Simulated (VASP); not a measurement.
# WC (P1) in VASP: reference runs

Aim: a first look at WC with PBE, on the cell as given.

All numbers are computed with VASP 6.6.1; they aren't measurements. Logs are shortened: lines on timing, memory, paths and dates and some standing lists are left out, and cuts for length are marked.

### 1 The cell of the first run

The typed cell holds 4 atoms: a = 2.913 Å, b = 4.167 Å, c = 3.880 Å, α = 77.15°, β = 69.59°, γ = 69.86°.

### 2 Single point, PBE (cell sheared at random, sigma 0.03, atoms nudged by 0.01 Å)

Contents of INCAR:

```
SYSTEM = WC
ALGO = Normal
EDIFF = 1E-7
ENCUT = 520
GGA = PE
ISIF = 2
ISMEAR = -1
LASPH = .True.
LCHARG = .False.
LREAL = .False.
LWAVE = .False.
NBANDS = 26
NELM = 80
PREC = Accurate
SIGMA = 0.05
```

Contents of KPOINTS:

```
k-points
0
Gamma
  10 7 7
  0 0 0
```

Contents of POSCAR:

```
WC
1.0
    2.9127344600     -0.0241713200      0.0327249400
    1.4453819900     -2.6248618200     -2.8952879200
    1.4035160300      2.3939697300     -2.7117377200
W C
2 2
Direct
    0.0042953700      0.9964542100      0.0003899900
    0.4940752800      0.5027001000      0.5006272100
    0.7526965900      0.5832951800      0.9181716400
    0.2489327700      0.0842171800      0.4141445000
```

Potentials or basis: VASP PAW PBE potentials, release 64 (W_sv, C).

Launch:

```bash
$ cat potpaw_PBE.64/W_sv/POTCAR potpaw_PBE.64/C/POTCAR > POTCAR
$ mpirun -np 1 vasp_std > vasp.out
```

OUTCAR:

```text
SYSTEM = WC
   EDIFF = 1E-7
   ENCUT = 520
   GGA = PE
   ISIF = 2
   ISMEAR = -1
   LASPH = .True.
   LREAL = .False.
   NELM = 80
   PREC = Accurate

 ion  position               nearest neighbor table
   1  0.004  0.996  0.000-   4 2.11   4 2.12   4 2.19   3 2.21   3 2.23   3 2.28   2 2.80   2 2.84
                             2 2.86   2 2.91   2 2.92   2 2.93
   2  0.494  0.503  0.501-   3 2.11   3 2.14   3 2.17   4 2.22   4 2.26   4 2.26   1 2.80   1 2.84
                             1 2.86   1 2.91   1 2.92   1 2.93
   3  0.753  0.583  0.918-   2 2.11   2 2.14   2 2.17   1 2.21   1 2.23   1 2.28
   4  0.249  0.084  0.414-   1 2.11   1 2.12   1 2.19   2 2.22   2 2.26   2 2.26

  LATTYP: Found a triclinic cell.
 ALAT       =     2.9130185734
 B/A-ratio  =     1.4356590864
 C/A-ratio  =     1.3319547727
 COS(alpha) =     0.0212875344
 COS(beta)  =     0.3487236719
 COS(gamma) =     0.3535358942

  Lattice vectors:

 A1 = (  -2.9127344600,   0.0241713200,  -0.0327249400)
 A2 = (  -1.4673524700,  -2.6006905000,  -2.9280128600)
 A3 = (  -1.4035160300,  -2.3939697300,   2.7117377200)

Analysis of symmetry for initial positions (statically):
=====================================================================
 Subroutine PRICEL returns:
 Original cell was already a primitive cell.

 Routine SETGRP: Setting up the symmetry group for a
 triclinic supercell.

 Subroutine GETGRP returns: Found  1 space group operations
 (whereof  1 operations were pure point group operations)
 out of a pool of  2 trial point group operations.

The static configuration has the point symmetry C_1 .

Analysis of symmetry for dynamics (positions and initial velocities):
=====================================================================
 Subroutine PRICEL returns:
 Original cell was already a primitive cell.

 Routine SETGRP: Setting up the symmetry group for a
 triclinic supercell.

 Subroutine GETGRP returns: Found  1 space group operations
 (whereof  1 operations were pure point group operations)
 out of a pool of  2 trial point group operations.

The dynamic configuration has the point symmetry C_1 .

 Subroutine INISYM returns: Found  1 space group operations
 (whereof  1 operations are pure point group operations),
 and found     1 'primitive' translations

----------------------------------------------------------------------------------------

                                     Primitive cell

[... 94 lines left out ...]
   EDIFF  = 0.1E-06   stopping-criterion for ELM
   LREAL  =      F    real-space projection
   EDIFFG = 0.1E-05   stopping-criterion for IOM
   NSW    =      0    number of steps for IOM
   IBRION =     -1    ionic relax: 0-MD 1-quasi-New 2-CG
   NFREE  =      0    steps in history (QN), initial steepest desc. (CG)
   ISIF   =      2    stress and relaxation
   ISYM   =      2    0-nonsym 1-usesym 2-fastsym
   POTIM  = 0.5000    time-step for ionic-motion
   TEBEG  =    0.0;   TEEND  =   0.0 temperature during run
   PSTRESS=    0.0 pullay stress
   NELECT =      36.0000    total number of electrons
   NUPDOWN=      -1.0000    fix difference up-down
   EMIN   =  10.00;   EMAX   =-10.00  energy-range for DOS
   EFERMI =   0.00;   METHOD = LEGACY
   ISMEAR =    -1;   SIGMA  =   0.05  broadening in eV -4-tet -1-fermi 0-gaus
   EFERMI_NEDOS =   21; number of points for ismear=-14 and -15
   IALGO  =     38    algorithm
   IMIX   =      4    mixing-type and parameters
     AMIX     =   0.40;   BMIX     =  1.00
     AMIX_MAG =   1.60;   BMIX_MAG =  1.00
  volume/ion in A,a.u.               =      10.29        69.44
  Fermi-wavevector in a.u.,A,eV,Ry     =   1.565627  2.958605 33.350418  2.451187
  Thomas-Fermi vector in A             =   2.668075
   LORBIT       =      0    0 simple, 1 ext, 2 COOP (PROOUT), +10 PAW based schemes
   GGA     = PE    functional components
   LHFCALC =     F    Hartree Fock is set to
   AEXX    =    0.0000 exact exchange contribution
   IVDW    =     0    specifies the selected vdW correction
   LEPSILON=     F    determine dielectric tensor
   LRPA    =     F    only Hartree local field effects (RPA)
 non-spin polarized calculation
  energy-cutoff  :      520.00
  volume of cell :       41.16
 maximum number of plane-waves:      1121
 NGX is ok and might be reduce to    24
   NGX = 11   NGY = 15   NGZ = 15

 number of electron      35.9999998 magnetization

 Free energy of the ion-electron system (eV)
  ---------------------------------------------------
  ext. energy  EPLUGINS =         0.00000000
  ---------------------------------------------------
  free energy    TOTEN  =       -44.60005444 eV

  energy without entropy =      -44.59526574  energy(sigma->0) =      -44.59766009

 E-fermi :  11.2572     XC(G=0): -13.8404

 val. band max:       11.2187669428   @ k =   0.0000   0.1429   0.2857
 cond. band min:      11.2607973571   @ k =   0.1000   0.1429   0.1429
 fundamental gap:      0.0420304143
 Fermi energy:        11.2571785517

 k-point     1 :       0.0000    0.0000    0.0000
  band No.  band energies     occupation
      1     -62.7654      2.00000
      2     -62.6596      2.00000
      3     -27.4187      2.00000
      4     -27.2849      2.00000
      5     -26.7722      2.00000
      6     -26.7388      2.00000
[... 685 lines left out ...]
     25      18.9260      0.00000
     26      19.1563      0.00000

 [... further k-points ...]

------------------------ aborting loop because EDIFF is reached ----------------------------------------

  FORCE on cell =-STRESS in cart. coord.  units (eV):
  Direction    XX          YY          ZZ          XY          YZ          ZX
  --------------------------------------------------------------------------------------
  -------------------------------------------------------------------------------------
  Total        2.3254555      3.3561825      4.0667558      1.3271636     -6.0215827     -1.9371288
  in kB       90.5224238    130.6452779    158.3055871     51.6621665   -234.4006438    -75.4061299
  external PRESSURE =     126.4910963 kB  Pullay stress =       0.0000000 kB

 VOLUME and BASIS-vectors are now :
 -----------------------------------------------------------------------------
  energy-cutoff  :      520.00
  volume of cell :       41.16
      direct lattice vectors                 reciprocal lattice vectors
     2.912734460 -0.024171320  0.032724940     0.341340786 -0.003500739  0.173577480
     1.445381990 -2.624861820 -2.895287920     0.000310899 -0.193020856 -0.170241292
     1.403516030  2.393969730 -2.711737720     0.003787318  0.206043669 -0.184908049

 POSITION                                       TOTAL-FORCE (eV/Angst)
 -----------------------------------------------------------------------------------
      1.45332     -2.61472     -2.88594        -0.481312     -0.267130     -0.312224
      2.86834     -0.13297     -2.79686         0.233124      0.477614      0.345517
      4.32416      0.64881     -4.15402        -0.066213     -0.212397      0.130730
      1.42806      0.76437     -1.35874         0.314400      0.001913     -0.164024
 -----------------------------------------------------------------------------------
    total drift:                                0.000058      0.000018      0.000006

  FREE ENERGIE OF THE ION-ELECTRON SYSTEM (eV)
  ---------------------------------------------------
  free  energy   TOTEN  =       -44.6000544439 eV

  energy  without entropy=      -44.5952657431  energy(sigma->0) =      -44.59766009
```

stdout:

```text
POSCAR found type information on POSCAR W C
 POSCAR found :  2 types and       4 ions
 scaLAPACK will be used
 LDA part: xc-table for (Slater+PW92), standard interpolation
 POSCAR, INCAR and KPOINTS ok, starting setup
 FFT: planning ... GRIDC
 FFT: planning ... GRID_SOFT
 FFT: planning ... GRID
 WAVECAR not read
 entering main loop
```

Run time: 4 min. Hardware: 1 thread of Intel Xeon Platinum 8259CL at 2.50GHz (Skylake/Cascade Lake), shared host; peak memory 0.33 GiB.

Results:

* Free energy: -44.6001 eV
* Pressure: 12.6 GPa
* Largest force: 0.634 eV/Å
* Band gap on the k mesh: none (metal or under the smearing width)

Forces on the atoms (eV/Å):
```
W   -0.481 -0.267 -0.312
W    0.233  0.478  0.346
C   -0.066 -0.212  0.131
C    0.314  0.002 -0.164
```
